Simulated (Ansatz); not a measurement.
Pb, bcc: how the functional moves the structure

All rows: Ansatz, plane waves with scalar-relativistic PAW, 420 eV (500 eV for the SCAN forms), relaxed under each functional, no dispersion correction, no zero-point motion. B₀ comes from uniform scaling at fixed shape; a dash is a value not given.

```
functional  V (Å³/atom)         cell  B₀ (GPa)     magnetic state  ΔE to fcc (meV/atom)
       PBE        31.90  a = 3.996 Å        39  spin not included                    40
    r²SCAN        31.04  a = 3.960 Å        44  spin not included                    38
    PBEsol        29.92  a = 3.911 Å        47  spin not included                    38
       LDA        28.95  a = 3.869 Å        52  spin not included                    37
    revPBE        32.84  a = 4.035 Å        34  spin not included                    41
      RPBE        33.20  a = 4.050 Å        33  spin not included                    43
      BLYP        34.79  a = 4.113 Å        31  spin not included                    44
```

LDA gives the smallest volume and BLYP the largest.
